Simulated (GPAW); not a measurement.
## GaP: relaxation of cell and atoms with PBEsol

GaP:

```xyz
2
Lattice="0.0000 2.7252 2.7252 2.7252 0.0000 2.7252 2.7252 2.7252 0.0000" Properties=species:S:1:pos:R:3 pbc="T T T"
Ga    0.0000    0.0000    0.0000
P     4.0879    4.0879    4.0879
```

* Program: GPAW 26.7.0
* Task: relaxation of cell and atoms
* Functional: PBEsol
* Potentials or basis: PAW data sets generated in the run's folder for this functional
* Cutoff: 600 eV
* Basis: pw
* k mesh: 8 × 8 × 8
* Occupations: fermi-dirac, width 0.05 eV
* Spin: no spin polarisation
* Target pressure: 5 GPa
* Maxiter: 150
* Optimizer: BFGS
* Fmax: 0.02 eV/Å
* Max steps: 60
* Target pressure: 5 GPa
* Convergence: density=1e-05 forces=0.0001

```json
{
 "Relaxed volume": "19.54 Å³/atom",
 "Relaxed cell": "a = 3.809 Å, b = 3.809 Å, c = 3.809 Å, α = 60.00°, β = 60.00°, γ = 60.00°",
 "Space group after relaxing (to 0.05 Å)": "F-43m (No. 216)",
 "Energy change on relaxing (the enthalpy is what falls)": "+14.3 meV/atom",
 "Ionic steps": "3",
 "Pressure after relaxing": "5.1 GPa",
 "Band gap on the k mesh": "1.45 eV, indirect (least direct gap 2.11 eV)"
}
```

The path:
```
step  energy change (eV)  largest force (eV/Å)  pressure (GPa)  volume (Å³)
   1              0.0000                0.0000            1.54        40.48
   2              0.0047                0.0000            2.44        40.10
   3              0.0286                0.0000            5.11        39.09
```

Final structure:
```
Ga P
1.0
     0.00000    2.69367    2.69367
     2.69367    0.00000    2.69367
     2.69367    2.69367    0.00000
Ga P
1 1
Direct
  0.00000 0.00000 0.00000
  0.75000 0.75000 0.75000
```

Levels at points of the mesh, in eV from the valence-band top:
```csv
k point,band 1,band 2,band 3,band 4,band 5,band 6,band 7
"(0.00, 0.00, 0.00)",-12.76,0.00,0.00,0.00,2.11,3.86,3.86
"(0.50, 0.50, 0.00)",-9.78,-6.94,-2.82,-2.82,1.45,1.71,10.85
"(0.50, 0.50, 0.50)",-10.71,-6.86,-1.17,-1.17,1.75,4.67,4.67
```

Wall time 32 s on 1 thread of Arm Neoverse V1, on a shared host, peak memory 0.17 GiB.

Caveat: the data sets keep Ga 3d, Li 1s and Be 1s frozen, and some such compounds lay over 1.5 % in volume off other programs; later steps reuse the first step's grids. A k mesh can miss the band edges.
